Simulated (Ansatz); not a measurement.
**Moving the functional in TiB2**

```yaml
crystal:
  lattice:
    - [3.02920, 0.00000, 0.00000]
    - [-1.51460, 2.62336, 0.00000]
    - [0.00000, 0.00000, 3.22840]
  atoms:
    - { symbol: Ti, position: [0.00000, 0.00000, 0.00000] }
    - { symbol: B, position: [0.66667, 0.33333, 0.50000] }
    - { symbol: B, position: [0.33333, 0.66667, 0.50000] }
```

Kept alike: task equation of state; k mesh 10 × 10 × 8; occupations fermi-dirac, width 0.05 eV; no spin polarisation. Program: Ansatz, Ansatz PAW. Cutoffs run from 420 to 500 eV. The mesh is that of the run's cell of 3 atoms. No spin-orbit coupling.

| functional | volume (Å³/atom) | bulk modulus (GPa) |
| --- | --- | --- |
| LDA | 8.189 | 280.5 |
| PBEsol | 8.385 | 266.9 |
| r2SCAN | 8.515 | 262.6 |

Volume and modulus come from cells scaled at fixed shape and fractions; off cubic symmetry such a modulus can lie above the relaxed one. All rows use potentials made for PBE.

The volume runs from 8.189 (LDA) to 8.515 Å³/atom (r2SCAN). The bulk modulus runs from 262.6 (r2SCAN) to 280.5 GPa (LDA).

TiB2 stays stiff with all three functionals, and the modulus falls as the equilibrium volume grows, from LDA through PBEsol to r2SCAN. LDA's smallest cell and highest modulus fit its familiar overbinding: shorter bonds lie on a steeper part of the repulsive wall and resist compression more. Volume is probably not the whole story, however, since the modulus drops less per unit of added volume between PBEsol and r2SCAN than between LDA and PBEsol. This suggests that the functionals also change the curvature of the energy, not just the position of its minimum.

The high stiffness itself has a well-known chemical origin. Titanium donates charge to the graphite-like boron sheets, filling their bonding states, while Ti d–B p hybridisation ties the sheets to the metal layers. Compression therefore works against strong bonds both within and between the layers. The bulk modulus measures only resistance to uniform compression, so these values do not establish the hardness of TiB2, which depends also on shear and on how the bonds yield.
